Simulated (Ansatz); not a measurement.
# Ge (I4/mmm) in Ansatz: further runs

The runs below take Ge through single point, with PBE.

Everything below comes from runs of Ansatz 0.2.0. Logs are shortened: lines on timing, memory, paths and dates and some standing lists are left out, and cuts for length are marked.

### 1 The structure

Symmetry: I4/mmm, No. 139, tetragonal system. The conventional cell has a = 3.217 Å, b = 3.217 Å, c = 3.746 Å, α = 90.00°, β = 90.00°, γ = 90.00°. Ge (site symmetry 4/mmm) has 12 Ge at 2.95 to 3.22 Å as nearest neighbours.

The cell was built by a generator and needn't be a form met in nature.

### 2 Single point, PBE

Input file input.yaml:

```yaml
crystal:
  lattice:
    - [-1.60842, 1.60842, 1.87318]
    - [1.60842, -1.60842, 1.87318]
    - [1.60842, 1.60842, -1.87318]
  atoms:
    - { symbol: Ge, position: [0.5, 0.5, 0.0] }
hamiltonian:
  xc: pbe
  pseudopotentials: { kind: paw }
kpoints:
  mp_grid: { grid: [12, 12, 12] }
scf:
  occupations: { method: gaussian, width: 0.015 }
output:
  forces: true
  stress: true
  eigenvalues: true
  write_density: true
  write_potential: true
  elf: true
  volumetric_format: npy
```

Potentials or basis: Ansatz PAW.

Run with:

```bash
$ ansatz run input.yaml --threads 2 --pin off --max-ram 5632MiB --backend cpu --events-out ev --progress --plain --runs-dir out
```

Output:

```text
Warning: RAYON_NUM_THREADS=2 ignored (pool sized by the plan → 2); use --threads N
Engine: ansatz 0.2.0, x86_64-unknown-linux-gnu
Pseudopotentials: kind: paw
Pseudopotential: Ge, paw, valence charge 14, recommended cutoff 420 eV (normal), Ge.paw.azcp
Functional definition: PBE
  parameter kappa = 0.804
  parameter beta = 0.06672455060314922
  exchange = pbe_x(kappa = kappa, mu = beta*pi^2/3)
  correlation = pbe_c(beta = beta)
Crystal: 1 atoms, lattice volume = 19.384 Å³
Basis set: ecut = 420 eV, 363 PW (Γ), exchange–correlation on 40×40×40 points (8 copies of the dense FFT grid, shifted against one another)
Bands: 11, of which v1, the nominal top of the filled ones, is band 7 counted from 1 (6 counted from 0)
Symmetry: 16 space group operations
Space group: I4/mmm (ITA 139), of the structure as read, at distance tolerance 2.7e-5 Å
k-points: 163 of 1728
Non-local potential: Ge, projectors of the file, l = 0: 2, l = 1: 2, l = 2: 3, l = 3: 1
PAW form: soft (Blöchl's): semilocal exchange-correlation on the pseudo side does not see the compensation charge
PAW one-centre angular grid: Ge, 590 points (default); XC on 64 Gauss nodes
Initial density: superposition of atomic densities (neutral atoms: chi_scale 0, normalization atom), corrected by the library's trained network
Initial wavefunctions: pseudopotential atomic-orbital guess
Functional: x = pbe(κ = 0.804, μ = 0.2195149727645171), c = pbe(β = 0.06672455060314922)
SCF iter   1: F=—  HF=-4294.649761 eV  |F-HF|=—  |Δ(HF+E_count)|=         —  Δρ=1.45e-3  dr2=3.18e-4  ethr=1.77e-3  ⟨swp⟩=6.0  Hψ=10283  notcnv=0
preconditioner: auto → none  [insulator: Δε(μ)=0.030 eV  Ē_g=26.896 eV  σ=0.015 eV  W_gap=0.62  n_scr=8 (ndim 8)  ℏωp=31.6 eV  f_vac=0.000  D(μ)=0.35/eV (n_scr^D=0)  ε∞_Penn≈2.4]
SCF iter   2: F=—  HF=-4294.649574 eV  |F-HF|=—  |Δ(HF+E_count)|=   1.87e-4  Δρ=7.64e-4  dr2=6.04e-5  ethr=2.27e-6  ⟨swp⟩=2.7  Hψ=4600  notcnv=0  defer=5
SCF iter   3: F=—  HF=-4294.649575 eV  |F-HF|=—  |Δ(HF+E_count)|=   1.11e-6  Δρ=1.79e-4  dr2=4.97e-6  ethr=4.31e-7  ⟨swp⟩=2.1  Hψ=2640  notcnv=0  defer=5
SCF iter   4: F=—  HF=-4294.649573 eV  |F-HF|=—  |Δ(HF+E_count)|=   2.18e-6  Δρ=3.47e-5  dr2=1.27e-7  ethr=3.55e-8  ⟨swp⟩=2.0  Hψ=2885  notcnv=0  defer=5
iter 5 did not close the SCF: its close was put off for the readings that it lacked (scf_convergence_deferred on its scf_iter line)
SCF iter   5: F=-4294.649573 eV  HF=-4294.649573 eV  |F-HF|=2.21e-8  |Δ(HF+E_count)|=   1.84e-8  Δρ=9.60e-6  dr2=1.15e-8  ethr=9.08e-10  ⟨swp⟩=2.0  Hψ=2886  notcnv=0  defer=5
SCF iter   6: F=-4294.649573 eV  HF=-4294.649573 eV  |F-HF|=2.50e-9  |Δ(HF+E_count)|=   7.66e-9  Δρ=2.51e-6  dr2=1.14e-9  ethr=8.18e-11  ⟨swp⟩=4.6  Hψ=8383  notcnv=0
SCF 1 converged in 6 iterations: F = -4294.649573 eV  dr2 = 1.14e-9
SCF converged after 6 iterations
Free energy (F): -4294.649573 eV
Harris-Foulkes:  -4294.649573 eV  (|F-HF|=2.50e-9)
Internal energy: -4294.649533 eV  (E = F + TS)
E sigma→0 (E₀):  -4294.649553 eV
Entropy (-TS):   -0.000040 eV (-0.040 meV/atom)
Fermi energy:    10.803344 eV
--- Per-component energies (eV) ---
  E_band       = -117.896192
  E_kinetic    = 109.922683
  E_local      = -2148.867519  (includes V_loc(G=0)·N_el)
  E_nonlocal   = 414.693617
  E_hartree    = 938.053142
  E_xc         = -75.536510
  E_vxc        = -64.406944  (∫ρ·V_xc dr)
  E_paw        = -2015.747841  (= ΣΔE_a)
  E_vpaw       = -305.346615  (= ΣTr[D̂ρ^β])
  E_aug_tail   = 0.000324  (compensation charges beyond the density's cutoff)
  E_ewald      = -1517.167428
  E_smearing   = -0.000040  (= −TS)
  E_closure    = 0.000000  (closes the sum)
  Σ components = -4294.649573   (vs F -4294.649573, Δ=0.00e0)
--- Forces (eV/Å), atoms counted from 1 ---
  atom   1  Ge     0.00000000    -0.00000000    -0.00000000
  max |Σ_I F_I| component: 3.16e-30 eV/Å
--- Stress (GPa, compression-positive) ---
        0.529517       0.000000       0.000000
        0.000000       0.529517       0.000000
        0.000000       0.000000       1.496452
  P = ⅓ Tr σ = 0.8518 GPa (8.518 kbar)
--- Band table (eV; the first three rows and the last of 163) ---
  k-point 0: bands = ["-14.0088", "-14.0088", "-13.9904", "-13.9570", "-13.9198", "-2.2309", "19.3170", "19.6188", "19.6188", "24.5419", "24.5419"]
  k-point 1: bands = ["-14.0114", "-14.0001", "-13.9898", "-13.9550", "-13.9210", "-2.0320", "18.5082", "18.6609", "19.1112", "23.1591", "25.0309"]
  k-point 2: bands = ["-14.0184", "-13.9895", "-13.9762", "-13.9494", "-13.9232", "-1.4355", "16.3485", "17.0612", "18.0427", "21.5416", "22.3084"]
  k-point 162: bands = ["-14.0369", "-14.0145", "-13.9092", "-13.8869", "-13.8869", "7.1874", "8.3182", "11.4911", "11.4911", "15.2170", "15.9960"]
```

Wall time 0.75 s (2 threads of Intel Xeon 6975P-C (Granite Rapids), shared host); peak memory 0.36 GiB.

What came out:

- Free energy: -4294.6496 eV
- Pressure: 0.9 GPa
- Band gap on the k mesh: none (metal or under the smearing width)

### 3 Single point, PBE

Changes to input.yaml since step 2:

```diff
@@ -13,3 +13,3 @@
 scf:
-  occupations: { method: gaussian, width: 0.015 }
+  occupations: { method: gaussian, width: 0.016 }
 output:
@@ -18,5 +18 @@
   eigenvalues: true
-  write_density: true
-  write_potential: true
-  elf: true
-  volumetric_format: npy
```

Potentials or basis: Ansatz PAW.

Run with:

```bash
$ ansatz run input.yaml --threads 2 --pin off --max-ram 5632MiB --backend cpu --events-out ev --progress --plain --runs-dir out
```

Wall time 0.56 s (2 threads of Intel Xeon 6975P-C (Granite Rapids), shared host); peak memory 0.35 GiB.

The run converged. Its results:

- Free energy: -4294.6496 eV
- Pressure: 0.9 GPa
- Band gap on the k mesh: none (metal or under the smearing width)

Stress tensor (GPa, compression positive):
```
0.53 0.00 0.00
0.00 0.53 0.00
0.00 0.00 1.49
```

Levels at points of the mesh, in eV from the Fermi level:
| k point | band 4 | band 5 | band 6 | band 7 | band 8 | band 9 | band 10 | band 11 |
| --- | --- | --- | --- | --- | --- | --- | --- | --- |
| (0.00, 0.00, 0.00) | -24.76 | -24.72 | -13.03 | 8.51 | 8.82 | 8.82 | 13.74 | 13.74 |
| (0.00, 0.00, -0.50) | -24.72 | -24.68 | -6.74 | -4.86 | 3.09 | 4.57 | 7.66 | 7.80 |
| (0.00, -0.50, 0.00) | -24.73 | -24.69 | -7.81 | -5.40 | 5.04 | 7.27 | 10.22 | 10.61 |
| (-0.50, -0.50, -0.50) | -24.69 | -24.69 | -3.62 | -2.49 | 0.69 | 0.69 | 4.41 | 5.19 |

### 4 Single point, PBE

Changes to input.yaml since step 3:

```diff
@@ -13,3 +13,3 @@
 scf:
-  occupations: { method: gaussian, width: 0.016 }
+  occupations: { method: gaussian, width: 0.017 }
 output:
```

Potentials or basis: Ansatz PAW.

Run with:

```bash
$ ansatz run input.yaml --threads 2 --pin off --max-ram 5632MiB --backend cpu --events-out ev --progress --plain --runs-dir out
```

Output:

```text
Warning: RAYON_NUM_THREADS=2 ignored (pool sized by the plan → 2); use --threads N
[... 8 set-up lines as earlier in the session ...]
Crystal: 1 atoms, lattice volume = 19.384 Å³
Basis set: ecut = 420 eV, 363 PW (Γ), exchange–correlation on 40×40×40 points (8 copies of the dense FFT grid, shifted against one another)
Bands: 11, of which v1, the nominal top of the filled ones, is band 7 counted from 1 (6 counted from 0)
[... 2 set-up lines as earlier in the session ...]
k-points: 163 of 1728
[... 6 set-up lines as earlier in the session ...]
SCF iter   1: F=—  HF=-4294.649766 eV  |F-HF|=—  |Δ(HF+E_count)|=         —  Δρ=1.45e-3  dr2=3.18e-4  ethr=1.77e-3  ⟨swp⟩=6.0  Hψ=10283  notcnv=0
preconditioner: auto → none  [insulator: Δε(μ)=0.030 eV  Ē_g=26.896 eV  σ=0.017 eV  W_gap=0.61  n_scr=8 (ndim 8)  ℏωp=31.6 eV  f_vac=0.000  D(μ)=0.33/eV (n_scr^D=0)  ε∞_Penn≈2.4]
SCF iter   2: F=—  HF=-4294.649579 eV  |F-HF|=—  |Δ(HF+E_count)|=   1.87e-4  Δρ=7.63e-4  dr2=6.03e-5  ethr=2.27e-6  ⟨swp⟩=2.7  Hψ=4531  notcnv=0  defer=5
SCF iter   3: F=—  HF=-4294.649580 eV  |F-HF|=—  |Δ(HF+E_count)|=   1.11e-6  Δρ=1.79e-4  dr2=4.97e-6  ethr=4.31e-7  ⟨swp⟩=2.1  Hψ=2642  notcnv=0  defer=5
SCF iter   4: F=—  HF=-4294.649578 eV  |F-HF|=—  |Δ(HF+E_count)|=   2.18e-6  Δρ=3.47e-5  dr2=1.27e-7  ethr=3.55e-8  ⟨swp⟩=2.0  Hψ=2884  notcnv=0  defer=5
iter 5 did not close the SCF: its close was put off for the readings that it lacked (scf_convergence_deferred on its scf_iter line)
SCF iter   5: F=-4294.649578 eV  HF=-4294.649578 eV  |F-HF|=2.20e-8  |Δ(HF+E_count)|=   1.84e-8  Δρ=9.59e-6  dr2=1.14e-8  ethr=9.09e-10  ⟨swp⟩=2.0  Hψ=2886  notcnv=0  defer=5
SCF iter   6: F=-4294.649578 eV  HF=-4294.649578 eV  |F-HF|=2.50e-9  |Δ(HF+E_count)|=   7.99e-9  Δρ=2.51e-6  dr2=1.14e-9  ethr=8.17e-11  ⟨swp⟩=1.6  Hψ=5797  notcnv=0
SCF 1 converged in 6 iterations: F = -4294.649578 eV  dr2 = 1.14e-9
SCF converged after 6 iterations
Free energy (F): -4294.649578 eV
Harris-Foulkes:  -4294.649578 eV  (|F-HF|=2.50e-9)
Internal energy: -4294.649530 eV  (E = F + TS)
E sigma→0 (E₀):  -4294.649554 eV
Entropy (-TS):   -0.000048 eV (-0.048 meV/atom)
Fermi energy:    10.803826 eV
--- Per-component energies (eV) ---
  E_band       = -117.896575
  E_kinetic    = 109.922548
  E_local      = -2148.867255  (includes V_loc(G=0)·N_el)
  E_nonlocal   = 414.693850
  E_hartree    = 938.053006
  E_xc         = -75.536393
  E_vxc        = -64.406810  (∫ρ·V_xc dr)
  E_paw        = -2015.748182  (= ΣΔE_a)
  E_vpaw       = -305.347221  (= ΣTr[D̂ρ^β])
  E_aug_tail   = 0.000324  (compensation charges beyond the density's cutoff)
  E_ewald      = -1517.167428
  E_smearing   = -0.000048  (= −TS)
  E_closure    = 0.000000  (closes the sum)
  Σ components = -4294.649578   (vs F -4294.649578, Δ=0.00e0)
--- Forces (eV/Å), atoms counted from 1 ---
  atom   1  Ge     0.00000000     0.00000000     0.00000000
  max |Σ_I F_I| component: 3.16e-30 eV/Å
--- Stress (GPa, compression-positive) ---
        0.528758       0.000000       0.000000
        0.000000       0.528758       0.000000
       -0.000000       0.000000       1.493164
  P = ⅓ Tr σ = 0.8502 GPa (8.502 kbar)
--- Band table (eV; the first three rows and the last of 163) ---
  k-point 0: bands = ["-14.0088", "-14.0088", "-13.9905", "-13.9571", "-13.9198", "-2.2309", "19.3170", "19.6188", "19.6188", "24.5419", "24.5419"]
  k-point 1: bands = ["-14.0114", "-14.0001", "-13.9898", "-13.9550", "-13.9211", "-2.0320", "18.5082", "18.6609", "19.1112", "23.1591", "25.0309"]
  k-point 2: bands = ["-14.0185", "-13.9896", "-13.9762", "-13.9494", "-13.9232", "-1.4355", "16.3485", "17.0612", "18.0427", "21.5415", "22.3084"]
  k-point 162: bands = ["-14.0370", "-14.0146", "-13.9093", "-13.8869", "-13.8869", "7.1874", "8.3182", "11.4911", "11.4911", "15.2170", "15.9960"]
```

Wall time 0.56 s (2 threads of Intel Xeon 6975P-C (Granite Rapids), shared host); peak memory 0.36 GiB.

What came out:

```
Free energy            : -4294.6496 eV
Pressure               : 0.9 GPa
Band gap on the k mesh : none (metal or under the smearing width)
```

Stress tensor (GPa, compression positive):
```
0.53 0.00 0.00
0.00 0.53 0.00
0.00 0.00 1.49
```

### 5 Single point, PBE

Changes to input.yaml since step 4:

```diff
@@ -13,3 +13,3 @@
 scf:
-  occupations: { method: gaussian, width: 0.017 }
+  occupations: { method: gaussian, width: 0.018 }
 output:
```

Run with:

```bash
$ ansatz run input.yaml --threads 2 --pin off --max-ram 5632MiB --backend cpu --events-out ev --progress --plain --runs-dir out
```

It took 0.56 s on 2 threads of Intel Xeon 6975P-C (Granite Rapids), shared host; peak memory 0.36 GiB.

The run converged. Its results:

| Item | Value |
| --- | --- |
| Free energy | -4294.6496 eV |
| Pressure | 0.8 GPa |
| Band gap on the k mesh | none (metal or under the smearing width) |

Stress tensor (GPa, compression positive):
```
0.53 0.00 0.00
0.00 0.53 0.00
0.00 0.00 1.49
```

Levels at points of the mesh, in eV from the Fermi level:
```tsv
k point	band 5	band 6	band 7	band 8	band 9	band 10
(0.00, 0.00, 0.00)	-24.72	-13.03	8.51	8.81	8.81	13.74
(0.00, 0.00, -0.50)	-24.68	-6.74	-4.86	3.09	4.57	7.66
(0.00, -0.50, 0.00)	-24.69	-7.81	-5.40	5.04	7.27	10.22
(-0.50, -0.50, -0.50)	-24.69	-3.62	-2.49	0.69	0.69	4.41
```

### 6 Summary

| smearing | gap on the mesh (eV) | pressure (GPa) |
| --- | --- | --- |
| gaussian 0.015 eV | none | 0.9 |
| gaussian 0.016 eV | none | 0.9 |
| gaussian 0.017 eV | none | 0.9 |
| gaussian 0.018 eV | none | 0.8 |

Alike in all rows: task single point; level PBE; potentials or basis Ansatz PAW; no spin polarisation; cell as given; k mesh 12 × 12 × 12; cutoff (eV) 420.

Every run on the cell as given and a fine mesh finds a metal.

Total energies depend on the potentials used, so only differences within one code and one set of settings carry meaning.
